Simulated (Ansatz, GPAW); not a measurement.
CsCl: GLLB-SC, run from Python

These are simulated results from GPAW 26.7.0, not measurements. The cell began as a database structure and was relaxed with r2SCAN in plane waves (Ansatz 0.2.0). All runs are without spin polarisation.

It is cubic, Pm-3m (No. 221); a = 4.137 Å in the conventional setting, 35.40 Å³ an atom. Around Cs lie 8 Cl at 3.58 Å; around Cl lie 8 Cs at 3.58 Å.

GLLB-SC is a model potential. Its fundamental gap is the Kohn-Sham gap plus a derivative discontinuity, which the script evaluates at the band edges among the listed k points. Its total energy isn't variational and serves nothing here.

The script, run.py:

```python
import json
from ase import Atoms
from gpaw import GPAW, PW, FermiDirac

atoms = Atoms(['Cs', 'Cl'],
              cell=[[4.1368324, 0.0, 0.0], [0.0, 4.1368324, 0.0], [0.0, 0.0, 4.1368324]],
              scaled_positions=[[0.0, 0.0, 0.0], [0.5, 0.5, 0.5]],
              pbc=True)
calc = GPAW(mode=PW(400), xc='GLLBSC', kpts={'size': (4, 4, 4), 'gamma': True},
            occupations=FermiDirac(0.02), maxiter=100, legacy_gpaw=True, txt='gpaw.txt')
atoms.calc = calc
res = {'energy': atoms.get_potential_energy(force_consistent=True)}
res['electrons'] = calc.get_number_of_electrons()
res['k'] = calc.get_ibz_k_points().tolist()
res['levels'] = [calc.get_eigenvalues(kpt=i).tolist() for i in range(len(res['k']))]
points = [[0.0, 0.0, 0.0], [0.0, 0.5, 0.0], [0.5, 0.5, 0.0], [0.5, 0.5, 0.5]]
bands = calc.fixed_density(kpts=points, symmetry='off', nbands=round(res['electrons']) // 2 + 6, convergence={'bands': -2}, txt='bands.txt')
res['points'] = [bands.get_eigenvalues(kpt=i).tolist() for i in range(len(points))]
homo, lumo = bands.get_homo_lumo()
potential = calc.hamiltonian.xc.response.calculate_discontinuity_potential(homo, lumo)
res['discontinuity'] = bands.hamiltonian.xc.response.calculate_discontinuity(potential)
json.dump(res, open('results.json', 'w'))
print('free energy (eV):', round(res['energy'], 5))
```

Command: `python run.py`. It took 5.2 s on 1 thread of AMD EPYC 7R43 64-Core Processor (Zen 3), with other jobs on the host, peak memory 0.15 GiB.

The log gpaw.txt, trimmed of paths, versions and times, then the last line on the terminal. An iter line gives the energy in eV and the logarithms of the changes of orbitals (plane waves alone) and density (c: converged):

```
___ ___ ___ _ _ _
 |   |   |_  | | | |

 | | | | | . | | | |

 |__ |  _|___|_____|  26.7.0
 |___|_|

Input parameters:
  kpts: {gamma: True,
         size: (4, 4, 4)}
  maxiter: 100
  mode: {ecut: 400.0,
         name: pw}
  occupations: {fixmagmom: False,
                name: fermi-dirac,
                width: 0.02}
  xc: GLLBSC

System changes: positions, numbers, cell, pbc, initial_charges, initial_magmoms

Initialize ...

species:
  Cs:
    name:    Caesium
    Z:       55.0
    valence: 9
    core:    46
    charge:  0.0  # [|e|]
    compensation charges:
      type: gauss
      rc: 0.33  # [Å]
      lmax: 2
    cutoffs:
      filter: 2.06  # [Å]
      core: 2.51  # [Å]
    projectors
    | kind |    occ | energy [eV] | rcut [Å] |

    |------|--------|-------------|----------|

    |   5s |  2.000 |     -26.300 |    1.164 |

    |   6s |  1.000 |      -2.756 |    1.164 |

    |   5p |  6.000 |     -13.212 |    1.058 |

    |    p |        |      13.999 |    1.058 |

    |    d |        |       0.000 |    1.058 |

    Using partial waves for Cs as LCAO basis

  Cl:
    name:    Chlorine
    Z:       17.0
    valence: 7
    core:    10
    charge:  0.0  # [|e|]
    compensation charges:
      type: gauss
      rc: 0.25  # [Å]
      lmax: 2
    cutoffs:
      filter: 1.40  # [Å]
      core: 1.49  # [Å]
    projectors
    | kind |    occ | energy [eV] | rcut [Å] |

    |------|--------|-------------|----------|

    |   3s |  2.000 |     -24.525 |    0.794 |

    |   3p |  5.000 |     -12.463 |    0.794 |

    |    s |        |       2.686 |    0.794 |

    |    p |        |      14.748 |    0.794 |

    |    d |        |       0.000 |    0.794 |

    Using partial waves for Cl as LCAO basis

Reference energy: -224250.620610  # eV

Spin-paired calculation

Convergence criteria:
 Maximum [total energy] change in last 3 cyles: 0.0005 eV / valence electron
 Maximum integral of absolute [dens]ity change: 0.0001 electrons / valence electron
 Maximum integral of absolute [eigenst]ate change: 4e-08 eV^2 / valence electron
 Maximum number of scf [iter]ations: 100
 (Square brackets indicate name in SCF output, whereas a 'c' in
 the SCF output indicates the quantity has converged.)

Symmetries present (total): 48

  ( 1  0  0)  ( 1  0  0)  ( 1  0  0)  ( 1  0  0)  ( 1  0  0)  ( 1  0  0)
  ( 0  1  0)  ( 0  1  0)  ( 0  0  1)  ( 0  0  1)  ( 0  0 -1)  ( 0  0 -1)
  ( 0  0  1)  ( 0  0 -1)  ( 0  1  0)  ( 0 -1  0)  ( 0  1  0)  ( 0 -1  0)

  ( 1  0  0)  ( 1  0  0)  ( 0  1  0)  ( 0  1  0)  ( 0  1  0)  ( 0  1  0)
  ( 0 -1  0)  ( 0 -1  0)  ( 1  0  0)  ( 1  0  0)  ( 0  0  1)  ( 0  0  1)
  ( 0  0  1)  ( 0  0 -1)  ( 0  0  1)  ( 0  0 -1)  ( 1  0  0)  (-1  0  0)

  ( 0  1  0)  ( 0  1  0)  ( 0  1  0)  ( 0  1  0)  ( 0  0  1)  ( 0  0  1)
  ( 0  0 -1)  ( 0  0 -1)  (-1  0  0)  (-1  0  0)  ( 1  0  0)  ( 1  0  0)
  ( 1  0  0)  (-1  0  0)  ( 0  0  1)  ( 0  0 -1)  ( 0  1  0)  ( 0 -1  0)

  ( 0  0  1)  ( 0  0  1)  ( 0  0  1)  ( 0  0  1)  ( 0  0  1)  ( 0  0  1)
  ( 0  1  0)  ( 0  1  0)  ( 0 -1  0)  ( 0 -1  0)  (-1  0  0)  (-1  0  0)
  ( 1  0  0)  (-1  0  0)  ( 1  0  0)  (-1  0  0)  ( 0  1  0)  ( 0 -1  0)

  ( 0  0 -1)  ( 0  0 -1)  ( 0  0 -1)  ( 0  0 -1)  ( 0  0 -1)  ( 0  0 -1)
[... 3 lines left out ...]
  ( 0  0 -1)  ( 0  0 -1)  ( 0 -1  0)  ( 0 -1  0)  ( 0 -1  0)  ( 0 -1  0)
  (-1  0  0)  (-1  0  0)  ( 1  0  0)  ( 1  0  0)  ( 0  0  1)  ( 0  0  1)
  ( 0  1  0)  ( 0 -1  0)  ( 0  0  1)  ( 0  0 -1)  ( 1  0  0)  (-1  0  0)

  ( 0 -1  0)  ( 0 -1  0)  ( 0 -1  0)  ( 0 -1  0)  (-1  0  0)  (-1  0  0)
  ( 0  0 -1)  ( 0  0 -1)  (-1  0  0)  (-1  0  0)  ( 0  1  0)  ( 0  1  0)
  ( 1  0  0)  (-1  0  0)  ( 0  0  1)  ( 0  0 -1)  ( 0  0  1)  ( 0  0 -1)

  (-1  0  0)  (-1  0  0)  (-1  0  0)  (-1  0  0)  (-1  0  0)  (-1  0  0)
  ( 0  0  1)  ( 0  0  1)  ( 0  0 -1)  ( 0  0 -1)  ( 0 -1  0)  ( 0 -1  0)
  ( 0  1  0)  ( 0 -1  0)  ( 0  1  0)  ( 0 -1  0)  ( 0  0  1)  ( 0  0 -1)

64 k-points: 4 x 4 x 4 Monkhorst-Pack grid + [1/8,1/8,1/8]
10 k-points in the irreducible part of the Brillouin zone
       k-points in crystal coordinates                weights
   0:     0.00000000    0.00000000    0.00000000          1/64
   1:     0.25000000    0.00000000    0.00000000          6/64
   2:     0.25000000    0.25000000    0.00000000         12/64
   3:     0.25000000    0.25000000    0.25000000          8/64
   4:     0.50000000    0.00000000    0.00000000          3/64
   5:     0.50000000    0.25000000    0.00000000         12/64
   6:     0.50000000    0.25000000    0.25000000         12/64
   7:     0.50000000    0.50000000    0.00000000          3/64
   8:     0.50000000    0.50000000    0.25000000          6/64
   9:     0.50000000    0.50000000    0.50000000          1/64

Wave functions: Plane wave expansion
  Cutoff energy: 400.000 eV
  Number of coefficients (min, max): 1268, 1328
  Pulay-stress correction: 0.000000 eV/Ang^3 (de/decut=0.000000)
  Using FFTW library
  ScaLapack parameters: grid=1x1, blocksize=None
  Wavefunction extrapolation:
    Improved wavefunction reuse through dual PAW basis

Occupation numbers: Fermi-Dirac:
  width: 0.0200  # eV

Eigensolver
   Davidson(niter=2)

Densities:
  Coarse grid: 20*20*20 grid
  Fine grid: 40*40*40 grid
  Total Charge: 0.000000

Density mixing:
  Method: separate
  Backend: msr1
  Linear mixing parameter: 0.05
  old densities: 10
  Width of damping distribution: 1.1
  Damping of long wavelength oscillations: 20

Hamiltonian:
  XC and Coulomb potentials evaluated on a 40*40*40 grid
  Using the GLLBSC Exchange-Correlation functional
  External potential:
    NoExternalPotential

XC parameters: GLLBSC functional being used consists of
  -----------------------------------------------------------------------
  | Weight | Module     | Description                                   |

  -----------------------------------------------------------------------
  |  1.000 | SCREENING  | GGA_X_PBE_SOL with 2 nearest neighbor stencil |

  |  1.000 | RESPONSE   | eps=0.0500 eV                                 |

  |  1.000 | XC         | GGA_C_PBE_SOL with 2 nearest neighbor stencil |

  -----------------------------------------------------------------------

Memory estimate:
  Process memory now: 113.98 MiB
  Calculator: 10.13 MiB
    Density: 4.51 MiB
      Arrays: 1.59 MiB
      Localized functions: 1.70 MiB
      Mixer: 1.22 MiB
    Hamiltonian: 1.08 MiB
      Arrays: 1.04 MiB
      XC: 0.00 MiB
      Poisson: 0.00 MiB
      vbar: 0.04 MiB
    Wavefunctions: 4.53 MiB
      Arrays psit_nG: 1.82 MiB
      Eigensolver: 0.30 MiB
      Projections: 0.04 MiB
      Projectors: 1.87 MiB
      PW-descriptor: 0.51 MiB

Total number of cores used: 1

Number of atoms: 2
Number of atomic orbitals: 9
Number of bands in calculation: 9
Number of valence electrons: 16
Bands to converge: occupied

... initialized

Initializing position-dependent things.

Density initialized from atomic densities
Creating initial wave functions:
  9 bands from LCAO basis set

    .---------.
   /|         |

  / |         |

 *  |         |

 |  |  Cl     |

 |  .---------.
 | /         /
 |/         /
 Cs--------*
Positions:
   0 Cs     0.000000    0.000000    0.000000    ( 0.0000,  0.0000,  0.0000)
   1 Cl     2.068416    2.068416    2.068416    ( 0.0000,  0.0000,  0.0000)

Unit cell:
           periodic     x           y           z      points  spacing
  1. axis:    yes    4.136832    0.000000    0.000000    20     0.2068
  2. axis:    yes    0.000000    4.136832    0.000000    20     0.2068
  3. axis:    yes    0.000000    0.000000    4.136832    20     0.2068

  Lengths:   4.136832   4.136832   4.136832
  Angles:   90.000000  90.000000  90.000000

Effective grid spacing dv^(1/3) = 0.2068

iter:   1    -9.610086
iter:   2    -7.132862   -0.89  -1.10
iter:   3    -8.346849   -1.16  -1.15
iter:   4    -7.060116   -1.65  -0.99
iter:   5    -7.337784   -2.42  -1.03
iter:   6    -6.817120   -1.84  -1.15
iter:   7    -6.855610   -2.92  -1.80
iter:   8    -6.808290   -3.44  -1.93
iter:   9    -6.825775   -4.38  -2.62
iter:  10    -6.832994   -4.82  -2.89
iter:  11    -6.831336c  -5.87  -3.32
iter:  12    -6.831654c  -6.97  -4.13c
iter:  13    -6.831358c  -7.57c -4.50c

Converged after 13 iterations.

Energy contributions relative to reference atoms: (reference = -224250.620610)

Kinetic:         +1.060708
Potential:       +0.166559
External:        +0.000000
XC:              -7.999500
Entropy (-ST):   -0.000000
Local:           -0.059124
SIC:             +0.000000
--------------------------
Free energy:     -6.831358
Extrapolated:    -6.831358

GLLBSC response reference energy: -0.32684 eV (from HOMO)

Showing only first 2 kpts
 Kpt  Band  Eigenvalues  Occupancy
  0     6     -0.32706    2.00000
  0     7     -0.32706    2.00000
  0     8      6.33452    0.00000

  1     6     -0.44820    2.00000
  1     7     -0.44820    2.00000
  1     8      7.43622    0.00000

Fermi level: 2.74481

Gap: 6.662 eV
Transition (v -> c):
  (s=0, k=0, n=7, [0.00, 0.00, 0.00]) -> (s=0, k=0, n=8, [0.00, 0.00, 0.00])
No difference between direct/indirect transitions

free energy (eV): -6.83136
```

The gap in the log is over the mesh alone; results.json adds the listed points. GLLB-SC gives a gap of 9.46 eV (6.662 eV Kohn-Sham over the listed points plus 2.795 eV discontinuity). On the same cell, plane-wave PBE (Ansatz, 6×6×6 k points and the special points) gives a gap of 5.23 eV and r2SCAN a gap of 5.91 eV; on shared hosts these took about 1.2 and 3 core-seconds on the 2-atom cell, against 5.2 for the script. Spin-orbit coupling, left out in all these runs, can cut or reorder the gap by tenths of an eV, up to about 1 eV with Pb or Bi.

Spin-orbit coupling is left out.
